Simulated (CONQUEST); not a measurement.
The system is HfN.

```xyz
4
Lattice="3.1905 0.0000 0.0000 0.0000 3.1905 0.0000 0.0000 0.0000 4.5120" Properties=species:S:1:pos:R:3 pbc="T T T"
Hf    0.0000    0.0000    0.0000
Hf    1.5952    1.5952    2.2560
N     0.0000    0.0000    2.2560
N     1.5952    1.5952    0.0000
```

| Property | Result |
| --- | --- |
| Program | CONQUEST 1.3 |
| Task | single point |
| Functional | PBE |
| Potentials or basis | PseudoDojo NC PBE, DZP, grid cutoff 150 Ha |
| k mesh | 8 × 8 × 6 |
| Occupations | fermi-dirac, width 0.05 eV |
| Spin | no spin polarisation |

On this cell: pressure 6.1 GPa; largest force zero by symmetry; band gap on the k mesh none (metal or under the smearing width).

The same run follows on a disturbed copy (atoms moved at random, drawn with an rms of 0.05 Å):

```xyz
4
Lattice="3.1905 0.0000 0.0000 0.0000 3.1905 0.0000 0.0000 0.0000 4.5120" Properties=species:S:1:pos:R:3 pbc="T T T"
Hf    0.0159    0.0224    0.0837
Hf    1.6112    1.6177    2.3397
N     0.0271    3.1649    2.2327
N     1.6223    1.5696    4.4887
```

Q: What changes?

A: The energy (extrapolated to zero smearing) moves by +45.1 meV/atom; pressure 8.9 GPa; largest force 1.539 eV/Å; band gap on the k mesh none (metal or under the smearing width).

Forces in eV/Å, atoms in the order of the input:
```
Hf   0.136 -0.596 -1.383
Hf   0.136 -0.596 -1.383
N   -0.131  0.579  1.420
N   -0.131  0.579  1.420
```

Caveats: the box holds several primitive cells, so bands are folded and the points are those of the box's own zone; the basis of atomic orbitals isn't converged, which shifts pressures, moduli and gaps; the real-space grid breaks the cell's symmetry a little (some runs).
